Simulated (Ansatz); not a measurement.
# Eigenvalues along a path: InSb (CsCl type)

```xyz
2
Lattice="3.8063 0.0000 0.0000 0.0000 3.8063 0.0000 0.0000 0.0000 3.8063" Properties=species:S:1:pos:R:3 pbc="T T T"
In    0.0000    0.0000    0.0000
Sb    1.9031    1.9031    1.9031
```

The cell comes from a relaxation on PAW files under the same functional, begun from a prototype that needn't be the stable phase.

Computed with Ansatz 0.2.0; functional PBE, scalar-relativistic. Settings: a Γ-centred 11×11×11 k mesh, Fermi–Dirac smearing of 0.08 eV, no spin polarisation. Methods: PAW: frozen-core files, cutoff 420 eV.

This run: the series' base cell.

Spin–orbit coupling is left out, which matters for the heavy atoms.

Path points, in fractions of the reciprocal vectors: Γ (0.000, 0.000, 0.000), X (0.000, 0.500, 0.000), M (0.500, 0.500, 0.000), R (0.500, 0.500, 0.500). The distance column jumps between branches of the path. Levels in eV from the Fermi level; bands 6 to 20, counted from the lowest band of the run. The gap is zero, the pressure 0.01 GPa.

```
# k(1/Å) point b6 b7 b8 b9 b10 b11 b12 b13 b14 b15 b16 b17 b18 b19 b20
0.000 Γ -14.49 -14.49 -14.39 -14.39 -14.39 -11.29 -2.16 -0.61 -0.61 -0.61 4.13 4.13 8.25 8.25 8.25
0.103 - -14.49 -14.49 -14.39 -14.39 -14.39 -11.26 -2.47 -0.56 -0.56 -0.46 4.17 4.41 8.00 8.06 8.06
0.206 - -14.49 -14.48 -14.39 -14.39 -14.39 -11.15 -3.17 -0.43 -0.43 -0.19 4.26 5.12 7.39 7.55 7.55
0.310 - -14.49 -14.46 -14.40 -14.40 -14.39 -10.97 -3.99 -0.22 -0.22 0.11 4.41 5.83 6.84 6.84 6.95
0.413 - -14.49 -14.44 -14.41 -14.41 -14.39 -10.72 -4.83 0.06 0.06 0.43 4.63 5.38 6.05 6.05 7.84
0.516 - -14.49 -14.43 -14.42 -14.42 -14.39 -10.43 -5.61 0.40 0.40 0.80 4.57 4.90 5.28 5.28 8.47
0.619 - -14.49 -14.43 -14.43 -14.41 -14.39 -10.11 -6.29 0.77 0.77 1.24 3.77 4.59 4.59 5.21 7.81
0.722 - -14.49 -14.43 -14.43 -14.40 -14.39 -9.84 -6.78 1.08 1.08 1.74 3.03 4.08 4.08 5.51 7.29
0.825 X -14.49 -14.43 -14.43 -14.40 -14.39 -9.73 -6.97 1.22 1.22 2.22 2.48 3.87 3.87 5.67 7.07
0.929 - -14.48 -14.44 -14.43 -14.39 -14.39 -9.69 -6.92 0.60 1.24 2.00 2.73 3.91 4.14 5.89 7.37
1.032 - -14.48 -14.45 -14.43 -14.39 -14.39 -9.58 -6.80 -0.37 1.08 1.30 3.35 4.04 4.50 6.53 8.18
1.135 - -14.46 -14.46 -14.43 -14.40 -14.38 -9.41 -6.58 -1.34 0.09 1.40 3.84 4.24 4.77 7.44 9.28
1.238 - -14.48 -14.45 -14.43 -14.40 -14.37 -9.17 -6.29 -2.24 -0.89 1.52 4.26 4.52 5.01 8.26 9.97
1.341 - -14.50 -14.45 -14.42 -14.41 -14.35 -8.91 -5.90 -3.04 -1.83 1.65 4.67 4.84 5.25 8.37 9.34
1.444 - -14.52 -14.44 -14.42 -14.41 -14.34 -8.65 -5.43 -3.68 -2.70 1.76 5.09 5.19 5.46 7.92 8.86
1.548 - -14.53 -14.44 -14.42 -14.42 -14.33 -8.44 -4.87 -4.12 -3.51 1.85 5.48 5.49 5.62 7.41 8.57
1.651 M -14.53 -14.44 -14.42 -14.42 -14.33 -8.36 -4.28 -4.28 -4.18 1.88 5.61 5.68 5.68 7.17 8.46
1.797 - -14.52 -14.44 -14.42 -14.42 -14.33 -8.53 -4.98 -4.19 -3.09 1.81 5.19 5.40 5.75 7.55 8.52
1.943 - -14.50 -14.44 -14.42 -14.41 -14.35 -8.97 -5.26 -3.93 -1.66 1.58 4.35 5.16 5.96 8.01 8.71
2.088 - -14.48 -14.45 -14.41 -14.41 -14.38 -9.56 -5.16 -3.51 -0.04 1.15 3.53 5.25 6.29 8.18 9.02
2.234 - -14.46 -14.45 -14.41 -14.41 -14.40 -10.14 -4.79 -2.94 0.63 1.60 2.88 5.68 6.67 7.33 8.84
2.380 - -14.47 -14.44 -14.42 -14.40 -14.40 -10.63 -4.21 -2.26 0.13 1.69 3.86 6.05 6.36 6.65 7.74
2.526 - -14.48 -14.47 -14.40 -14.39 -14.39 -11.00 -3.48 -1.53 -0.27 0.86 4.84 5.55 5.92 7.16 7.89
2.672 - -14.49 -14.49 -14.39 -14.39 -14.39 -11.22 -2.67 -0.89 -0.52 -0.05 4.32 4.54 7.51 7.90 8.15
2.818 Γ -14.49 -14.49 -14.39 -14.39 -14.39 -11.29 -2.16 -0.61 -0.61 -0.61 4.13 4.13 8.25 8.25 8.25
2.997 - -14.49 -14.49 -14.39 -14.39 -14.39 -11.18 -2.81 -0.85 -0.85 0.31 4.57 4.57 7.16 7.92 7.92
3.175 - -14.47 -14.47 -14.40 -14.40 -14.40 -10.85 -3.66 -1.36 -1.36 1.87 5.28 5.63 5.63 6.85 6.85
3.354 - -14.44 -14.44 -14.43 -14.41 -14.41 -10.30 -4.29 -1.88 -1.88 2.53 4.53 5.10 5.10 7.37 7.37
3.533 - -14.45 -14.43 -14.43 -14.41 -14.41 -9.59 -4.63 -2.25 -2.25 1.11 3.57 3.57 5.81 9.15 9.15
3.711 - -14.47 -14.45 -14.45 -14.38 -14.38 -8.81 -4.63 -2.43 -2.43 -0.29 2.15 2.15 5.17 10.42 11.15
3.890 - -14.48 -14.47 -14.47 -14.35 -14.35 -8.14 -4.15 -2.40 -2.40 -1.35 0.95 0.95 3.05 12.68 13.26
4.069 - -14.49 -14.48 -14.48 -14.33 -14.33 -7.75 -3.16 -2.21 -2.21 -2.01 0.05 0.05 0.94 15.15 15.28
4.248 R -14.49 -14.49 -14.49 -14.32 -14.32 -7.64 -2.40 -2.07 -2.07 -2.07 -0.34 -0.34 -0.34 16.47 16.47
4.393 - -14.49 -14.48 -14.48 -14.33 -14.33 -7.71 -2.92 -2.32 -2.14 -2.00 -0.25 0.22 0.49 15.40 15.44
4.539 - -14.49 -14.48 -14.47 -14.35 -14.33 -7.94 -3.91 -2.58 -1.91 -1.77 0.02 1.39 1.97 13.47 13.69
4.685 - -14.48 -14.47 -14.45 -14.38 -14.34 -8.29 -4.83 -2.53 -1.51 -1.41 0.47 2.79 3.65 11.52 11.86
4.831 - -14.48 -14.46 -14.43 -14.41 -14.36 -8.71 -5.60 -2.16 -0.93 -0.92 1.07 4.18 5.36 9.85 10.11
4.977 - -14.46 -14.45 -14.44 -14.41 -14.37 -9.11 -6.20 -1.51 -0.31 -0.19 1.81 4.97 6.55 8.51 9.08
5.123 - -14.46 -14.45 -14.44 -14.40 -14.38 -9.44 -6.63 -0.64 0.36 0.71 2.65 4.37 6.01 7.12 8.83
5.269 - -14.48 -14.44 -14.43 -14.39 -14.39 -9.65 -6.88 0.39 0.95 1.74 3.14 3.46 4.73 6.08 7.61
5.415 X -14.49 -14.43 -14.43 -14.40 -14.39 -9.73 -6.97 1.22 1.22 2.22 2.48 3.87 3.87 5.67 7.07
6.582 R -14.49 -14.49 -14.49 -14.32 -14.32 -7.64 -2.40 -2.07 -2.07 -2.07 -0.34 -0.34 -0.34 16.47 16.47
6.685 - -14.49 -14.48 -14.48 -14.33 -14.32 -7.67 -2.56 -2.29 -2.29 -1.96 -0.08 -0.04 -0.04 15.60 16.26
6.788 - -14.49 -14.48 -14.48 -14.34 -14.33 -7.77 -2.91 -2.72 -2.72 -1.63 0.53 0.61 0.61 14.10 15.54
6.892 - -14.50 -14.47 -14.47 -14.36 -14.33 -7.91 -3.27 -3.16 -3.16 -1.12 1.33 1.43 1.43 12.54 14.23
6.995 - -14.51 -14.45 -14.45 -14.38 -14.33 -8.05 -3.59 -3.55 -3.55 -0.47 2.25 2.34 2.34 11.03 12.80
7.098 - -14.52 -14.44 -14.44 -14.40 -14.33 -8.18 -3.86 -3.86 -3.85 0.26 3.25 3.31 3.31 9.63 11.40
7.201 - -14.52 -14.43 -14.43 -14.42 -14.33 -8.28 -4.09 -4.09 -4.03 1.01 4.27 4.30 4.30 8.42 10.09
7.304 - -14.53 -14.43 -14.42 -14.42 -14.33 -8.34 -4.23 -4.23 -4.15 1.62 5.18 5.22 5.22 7.52 8.99
7.407 M -14.53 -14.44 -14.42 -14.42 -14.33 -8.36 -4.28 -4.28 -4.18 1.88 5.61 5.68 5.68 7.17 8.46
```
